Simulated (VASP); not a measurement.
# TePb (Fm-3m) in VASP: notebook, part 2 of 2

VASP 6.6.1. The steps go on from the part before.

**3. Relaxation of cell and atoms, PBEsol**

This run uses another cell than the first one, of 33.44 Å³/atom, 0.992 times its volume.

File INCAR:

```
SYSTEM = TePb
ALGO = Normal ; EDIFF = 1E-7
EDIFFG = -0.005 ; ENCUT = 600
GGA = PS ; IBRION = 2
ISIF = 3 ; ISMEAR = 0
LASPH = .True. ; LCHARG = .False.
LREAL = .False. ; LWAVE = .False.
NELM = 80 ; NSW = 90
PREC = Accurate ; SIGMA = 0.03
```

File KPOINTS:

```
k-points
0
Gamma
  8 8 8
  0 0 0
```

File POSCAR:

```
TePb                                    
1.0
    0.0000000000      3.2218515821      3.2218515821
    3.2218515821      0.0000000000      3.2218515821
    3.2218515821      3.2218515821     -0.0000000000
  Te              Pb            
     1     1
Direct
     0.5000000000000000    0.5000000000000000    0.5000000000000000
     0.0000000000000000    0.0000000000000000    0.0000000000000000
```

Potentials or basis: VASP PAW PBE potentials, release 64 (Te, Pb_d).

Started as:

```console
> cat potpaw_PBE.64/Te/POTCAR potpaw_PBE.64/Pb_d/POTCAR > POTCAR
> mpirun -np 1 vasp_std > vasp.out
```

OUTCAR:

```text
SYSTEM = TePb
   EDIFF = 1E-7
   EDIFFG = -0.005
   ENCUT = 600
   GGA = PS
   IBRION = 2
   ISIF = 3
   ISMEAR = 0
   LASPH = .True.
   LREAL = .False.
   NELM = 80
   NSW = 90
   PREC = Accurate

 ion  position               nearest neighbor table
   1  0.500  0.500  0.500-   2 3.22   2 3.22   2 3.22   2 3.22   2 3.22   2 3.22
   2  0.000  0.000  0.000-   1 3.22   1 3.22   1 3.22   1 3.22   1 3.22   1 3.22

  LATTYP: Found a face centered cubic cell.
 ALAT       =     6.4437031642

  Lattice vectors:

[... 590 lines left out ...]
     11       6.8493      0.00000
     12       9.1223      0.00000
     13       9.5987      0.00000
     14      12.3228      0.00000

 [... further k-points ...]
[... 5 lines left out ...]
  --------------------------------------------------------------------------------------
  -------------------------------------------------------------------------------------
  Total       -0.0007393     -0.0007393     -0.0007393     -0.0000000      0.0000000     -0.0000000
  in kB       -0.0177096     -0.0177096     -0.0177096     -0.0000000      0.0000000     -0.0000000
  external PRESSURE =      -0.0177096 kB  Pullay stress =       0.0000000 kB

 VOLUME and BASIS-vectors are now :
 -----------------------------------------------------------------------------
  energy-cutoff  :      600.00
  volume of cell :       66.89
      direct lattice vectors                 reciprocal lattice vectors
     0.000000000  3.221851582  3.221851582    -0.155190265  0.155190265  0.155190265
     3.221851582  0.000000000  3.221851582     0.155190265 -0.155190265  0.155190265
     3.221851582  3.221851582  0.000000000     0.155190265  0.155190265 -0.155190265

 POSITION                                       TOTAL-FORCE (eV/Angst)
 -----------------------------------------------------------------------------------
      3.22185      3.22185      3.22185        -0.000000      0.000000     -0.000000
      0.00000      0.00000      0.00000         0.000000     -0.000000      0.000000
 -----------------------------------------------------------------------------------
    total drift:                               -0.000000      0.000000      0.000000

  FREE ENERGIE OF THE ION-ELECTRON SYSTEM (eV)
  ---------------------------------------------------
  free  energy   TOTEN  =        -8.2591677670 eV

  energy  without entropy=       -8.2591677670  energy(sigma->0) =       -8.25916777

 reached required accuracy - stopping structural energy minimisation
```

OSZICAR:

```text
N       E                     dE             d eps       ncg     rms          rms(c)
DAV:   1     0.155888985794E+03    0.15589E+03   -0.10044E+04   812   0.152E+03
DAV:   2     0.332762544545E+01   -0.15256E+03   -0.14953E+03   818   0.349E+02
DAV:   3    -0.808274277156E+01   -0.11410E+02   -0.11237E+02  1112   0.101E+02
DAV:   4    -0.836589949703E+01   -0.28316E+00   -0.28301E+00   934   0.188E+01
DAV:   5    -0.837664110723E+01   -0.10742E-01   -0.10741E-01  1140   0.337E+00    0.341E+00
DAV:   6    -0.826469032701E+01    0.11195E+00   -0.26017E-01  1124   0.451E+00    0.212E+00
DAV:   7    -0.825894202043E+01    0.57483E-02   -0.76468E-02  1046   0.172E+00    0.879E-01
DAV:   8    -0.825921261189E+01   -0.27059E-03   -0.85576E-03   992   0.110E+00    0.123E-01
DAV:   9    -0.825915974951E+01    0.52862E-04   -0.97853E-04  1182   0.356E-01    0.376E-02
DAV:  10    -0.825916528206E+01   -0.55325E-05   -0.78669E-05   918   0.836E-02    0.232E-02
DAV:  11    -0.825916784936E+01   -0.25673E-05   -0.17192E-05  1026   0.325E-02    0.960E-03
DAV:  12    -0.825916790795E+01   -0.58586E-07   -0.11259E-06   992   0.110E-02    0.611E-03
DAV:  13    -0.825916772653E+01    0.18141E-06   -0.63483E-08   664   0.206E-03    0.278E-03
DAV:  14    -0.825916776702E+01   -0.40487E-07   -0.14651E-07   498   0.417E-03
   1 F= -.82591678E+01 E0= -.82591678E+01  d E =-.825917E+01
```

Run time: 22 s. Hardware: 1 thread of AMD EPYC 9R14 (Zen 4), shared host; peak memory 0.19 GiB.

What came out:

```yaml
Free_energy: -8.2592 eV
Pressure_after_relaxing: 0.0 GPa
Band_gap_on_the_k_mesh: 0.65 eV, direct
```

Final structure:
```
Te Pb
1.0
     0.00000    3.22185    3.22185
     3.22185    0.00000    3.22185
     3.22185    3.22185    0.00000
Te Pb
1 1
Direct
  0.50000 0.50000 0.50000
  0.00000 0.00000 0.00000
```

Levels at points of the mesh, in eV from the valence-band top:
```csv
k point,band 7,band 8,band 9,band 10,band 11,band 12,band 13,band 14
"(0.00, 0.00, 0.00)",-5.59,-1.37,-1.37,-1.37,4.07,4.07,4.07,5.74
"(0.50, 0.00, 0.00)",-8.65,-0.90,-0.90,0.00,0.65,1.22,1.22,8.30
"(0.50, 0.50, 0.00)",-7.32,-4.59,-2.85,-2.85,3.17,5.49,5.49,6.73
```

Caveat: the relaxation stopped at its first step, so nothing moved; the PAW data sets were made with another functional, which shifts forces and pressure a little; spin-orbit coupling is left out, which as a rule narrows the gap of such compounds by several tenths of an eV.

**4. Relaxation of cell and atoms, PBE+D3(BJ)**

File INCAR:

```
SYSTEM = TePb
  PREC = Accurate
  ENCUT = 600
  EDIFF = 1E-6
  ISMEAR = 0
  SIGMA = 0.03
  LREAL = .False.
  LASPH = .True.
  NELM = 80
  ALGO = Normal
  ISIF = 3
  LWAVE = .False.
  LCHARG = .False.
  GGA = PE
  IVDW = 12
  IBRION = 2
  NSW = 90
  EDIFFG = -0.01
```

File KPOINTS:

```
Automatic mesh
0
Gamma
  8 8 8
  0 0 0
```

File POSCAR:

```
TePb
1.0
    0.0000000000      3.2310000000      3.2310000000
    3.2310000000      0.0000000000      3.2310000000
    3.2310000000      3.2310000000      0.0000000000
Te Pb
1 1
Direct
    0.5000000000      0.5000000000      0.5000000000
    0.0000000000      0.0000000000      0.0000000000
```

Started as:

```console
> cat potpaw_PBE.64/Te/POTCAR potpaw_PBE.64/Pb_d/POTCAR > POTCAR
> mpirun -np 1 vasp_std > vasp.out
```

Wall time 23 s (1 thread of Intel Xeon 6975P-C (Granite Rapids), shared host); peak memory 0.27 GiB.

The run converged. Its results:

```
Free energy                            : -8.3060 eV
Relaxed volume                         : 33.86 Å³/atom
Relaxed cell                           : a = 4.575 Å, b = 4.575 Å, c = 4.575 Å, α = 60.00°, β = 60.00°, γ = 60.00°
Space group after relaxing (to 0.05 Å) : Fm-3m (No. 225)
Energy gained by relaxing              : 0.0 meV/atom
Ionic steps                            : 2
Pressure after relaxing                : 0.0 GPa
Band gap on the k mesh                 : 0.74 eV, direct
Dispersion energy per atom             : -0.401 eV
```

Final structure:
```
Te Pb
1.0
     0.00000    3.23500    3.23500
     3.23500    0.00000    3.23500
     3.23500    3.23500    0.00000
Te Pb
1 1
Direct
  0.50000 0.50000 0.50000
  0.00000 0.00000 0.00000
```

Levels at points of the mesh, in eV from the valence-band top:
| k point | band 6 | band 7 | band 8 | band 9 | band 10 | band 11 | band 12 | band 13 | band 14 |
| --- | --- | --- | --- | --- | --- | --- | --- | --- | --- |
| (0.00, 0.00, 0.00) | -11.99 | -5.60 | -1.33 | -1.33 | -1.33 | 4.07 | 4.07 | 4.07 | 5.80 |
| (0.50, 0.00, 0.00) | -10.56 | -8.57 | -0.88 | -0.88 | 0.00 | 0.74 | 1.28 | 1.28 | 8.39 |
| (0.50, 0.50, 0.00) | -10.32 | -7.29 | -4.47 | -2.78 | -2.78 | 3.31 | 5.46 | 5.46 | 6.69 |

Caveat: spin-orbit coupling is left out, which as a rule narrows the gap of such compounds by several tenths of an eV. A k mesh can miss the band edges.

**5. Relaxation of cell and atoms, PBE+D3(BJ)**

This run uses another cell than the first one, of 33.86 Å³/atom, 1.004 times its volume.

INCAR: that of step 4 with these lines changed.

```diff
@@ -3,3 +3,3 @@
   ENCUT = 600
-  EDIFF = 1E-6
+  EDIFF = 1E-7
   ISMEAR = 0
@@ -17,2 +17,2 @@
   NSW = 90
-  EDIFFG = -0.01
+  EDIFFG = -0.005
```

KPOINTS is that of step 4.

File POSCAR:

```
TePb                                    
1.0
    0.0000000000      3.2350017807      3.2350017807
    3.2350017807      0.0000000000      3.2350017807
    3.2350017807      3.2350017807      0.0000000000
  Te              Pb            
     1     1
Direct
     0.5000000000000000    0.5000000000000000    0.5000000000000000
     0.0000000000000000    0.0000000000000000    0.0000000000000000
```

Started as:

```console
> cat potpaw_PBE.64/Te/POTCAR potpaw_PBE.64/Pb_d/POTCAR > POTCAR
> mpirun -np 1 vasp_std > vasp.out
```

Run time: 18 s. Hardware: 1 thread of Intel Xeon 6975P-C (Granite Rapids), shared host; peak memory 0.25 GiB.

The run converged. Its results:

```yaml
Free_energy: -8.3060 eV
Pressure_after_relaxing: 0.0 GPa
Band_gap_on_the_k_mesh: 0.74 eV, direct
Dispersion_energy_per_atom: -0.401 eV
```

Final structure:
```yaml
crystal:
  lattice:
    - [0.00000, 3.23500, 3.23500]
    - [3.23500, 0.00000, 3.23500]
    - [3.23500, 3.23500, 0.00000]
  atoms:
    - { symbol: Te, position: [0.50000, 0.50000, 0.50000] }
    - { symbol: Pb, position: [0.00000, 0.00000, 0.00000] }
```

Levels at points of the mesh, in eV from the valence-band top:
```tsv
k point	band 8	band 9	band 10	band 11	band 12	band 13
(0.00, 0.00, 0.00)	-1.33	-1.33	-1.33	4.07	4.07	4.07
(0.50, 0.00, 0.00)	-0.88	-0.88	0.00	0.74	1.28	1.28
(0.50, 0.50, 0.00)	-4.47	-2.78	-2.78	3.31	5.46	5.46
```

Caveat: the relaxation stopped at its first step, so nothing moved; spin-orbit coupling is left out, which as a rule narrows the gap of such compounds by several tenths of an eV.
